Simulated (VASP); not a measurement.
A run of VASP 6.6.1 is set up as follows.

The input INCAR:

```
PREC     = Accurate       # precision mode
ENCUT    = 520            # plane-wave cutoff, eV
EDIFF    = 1E-6           # SCF threshold, eV
ISMEAR   = -1             # smearing method
SIGMA    = 0.05           # smearing width, eV
LREAL    = F              # projectors in reciprocal space
LASPH    = T              # aspherical terms in the spheres
NELM     = 60             # most SCF steps
ALGO     = Normal         # electronic algorithm
ISIF     = 2              # what is computed and relaxed
LWAVE    = F              # write WAVECAR
LCHARG   = F              # write CHGCAR
LDIPOL   = T            
IDIPOL   = 3            
DIPOL    = 0.5 0.5 0.500
GGA      = PE             # functional
EFIELD   = 0            
LVHAR    = T            
LVACPOTAV= T
```

KPOINTS

```
Automatic mesh
0
Gamma
  7 7 1
```

The input POSCAR:

```
K
1.0
    4.7251254772      0.0000000000      0.0000000000
   -2.2093571875      4.1767872334      0.0000000000
    0.0000000000      0.0000000000     22.8117980100
K
3
Direct
    0.1793869800      0.8206130200      0.3287772405
    0.8206130200      0.1793869800      0.5000000000
    0.1793869800      0.8206130200      0.6712227595
```

Potentials or basis: VASP PAW PBE potentials, release 64 (K_sv).

Command:

```bash
$ cat potpaw_PBE.64/K_sv/POTCAR > POTCAR
$ mpirun -np 1 vasp_std > vasp.out
```

Estimate the work function of the upper face.

2.38 eV.

What does it give for the work function of the lower face?

2.38 eV.

What does it give for the largest force?

0.031 eV/Å.

What does it give for the band gap on the k mesh?

None (metal or under the smearing width).

Forces in eV/Å, atoms in the order of the input:
```
K   -0.001  0.000  0.031
K    0.002 -0.001  0.000
K   -0.001  0.000 -0.031
```
